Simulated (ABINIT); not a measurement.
YN, 2 atoms in the cell. It takes space group Fm-3m (No. 225, cubic). Conventional cell: a = 4.877 Å, b = 4.877 Å, c = 4.877 Å, α = 90.00°, β = 90.00°, γ = 90.00°. Around Y (site symmetry m-3m) lie 6 N at 2.44 Å. N (site symmetry m-3m) has 6 Y at 2.44 Å as nearest neighbours. 

| Quantity | Value |
| --- | --- |
| Program | ABINIT 10.8.3 (patched build) |
| Task | equation of state |
| Functional | r2SCAN |
| Potentials or basis | Ansatz PAW PBE default generated set, frozen core |
| Cutoff | 517 eV |
| k mesh | 9 × 9 × 9 |
| Occupations | fermi-dirac, width 0.05 eV |
| Spin | no spin polarisation |
| Fine-grid cutoff | 1034.03 eV |

Potentials or basis: Ansatz PAW PBE default generated set, frozen core.

Command:

```bash
$ abinit run.abi > log 2>&1
```

Hardware: 1 thread of Arm Neoverse V2, with other jobs on the host.

Estimate the wall time of this run.

It took 6.8 min on 1 thread of Arm Neoverse V2, on a shared host, peak memory 0.3 GiB. Counts: scf iterations 58, mpi ranks 1, k points 35, bands 12, plane waves 745.
